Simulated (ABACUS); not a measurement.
## MnS under changes of volume

One of the cells (17.667 Å³/atom); the others are scaled copies at fixed shape and fractional positions:

```
Mn S
1.0
     0.00000    2.60450    2.60450
     2.60450    0.00000    2.60450
     2.60450    2.60450    0.00000
Mn S
1 1
Cartesian
  0.0000 0.0000 0.0000
  2.6045 2.6045 2.6045
```

```yaml
Program: ABACUS 3.10.1
Functional: PBE
Potentials_or_basis: PseudoDojo NC SR 0.4.1 PBE standard
Cutoff: 1320 eV
Density_cutoff: 5279 eV
Basis: plane waves
k_mesh: 9 × 9 × 9
Occupations: fermi-dirac, width 0.05 eV
Spin: collinear spin, ferromagnetic start
Starting_moments: "[4.0, 0.0] μB"
```

```csv
volume (Å³/atom),energy over the lowest point (meV/atom),pressure (GPa),moment (μB per cell)
16.607,2.39,1.6,4.63
16.961,0.00,0.3,4.68
17.314,0.53,-0.9,4.72
17.667,3.66,-2.0,4.77
18.021,?,?,?
18.374,16.91,-4.1,4.84
18.727,26.78,-5.0,4.87
```

Question: What does the run at 18.021 Å³/atom give?

Answer: Energy over the lowest point 9.17 meV/atom; pressure -3.1 GPa; moment 4.81 μB per cell.

Worked out: A Birch-Murnaghan fit of order 3 (a polynomial in V^(-2/3)) to the other rows has its minimum at 17.07 Å³/atom with B0 = V·E''(V) = 61 GPa and B' = 2.8. It gives 9.18 meV/atom at 18.021 Å³/atom, against the run's 9.17, and -dE/dV = -3.0 GPa, against -3.1. A parabola through the other rows of the moment, of slope 0.103 μB per Å³/atom there, gives 4.81 μB, against the run's 4.81.

Energies are extrapolated to zero smearing.

Caveats: a cell with one magnetic atom can't hold antiferromagnetic order, which such compounds often take.
